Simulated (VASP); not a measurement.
A run of VASP 6.6.1:

File INCAR:

```
ALGO = Normal
EDIFF = 1E-6
ENCUT = 520
GGA = PS
ISIF = 2
ISMEAR = 0
LASPH = True
LCHARG = True
LELF = True
LREAL = False
LVHAR = True
LWAVE = False
NBANDS = 16
NELM = 100
PREC = Accurate
SIGMA = 0.05
```

Contents of KPOINTS:

```
k-points
0
Gamma
  14 14 14
```

File POSCAR:

```
ZnS
1.0
    0.0000000000      2.5130196226      2.5130196226
    2.5130196226      0.0000000000      2.5130196226
    2.5130196226      2.5130196226      0.0000000000
Zn S
1 1
Direct
    0.0000000000      0.0000000000      0.0000000000
    0.5000000000      0.5000000000      0.5000000000
```

Potentials or basis: VASP PAW PBE potentials, release 64 (Zn, S).

Run with:

```bash
$ cat potpaw_PBE.64/Zn/POTCAR potpaw_PBE.64/S/POTCAR > POTCAR
$ mpirun -np 1 vasp_std > vasp.out
```

Hardware: 1 thread of Intel(R) Xeon(R) Platinum 8375C CPU @ 2.90GHz (Ice Lake), on a shared host.

**Question.** How long does it take, and how much memory?

**Answer.** Run time: 40 s on 1 thread of Intel(R) Xeon(R) Platinum 8375C CPU @ 2.90GHz (Ice Lake), with other jobs on the host, peak memory 0.19 GiB. Counts: scf iterations 12, k points 104.
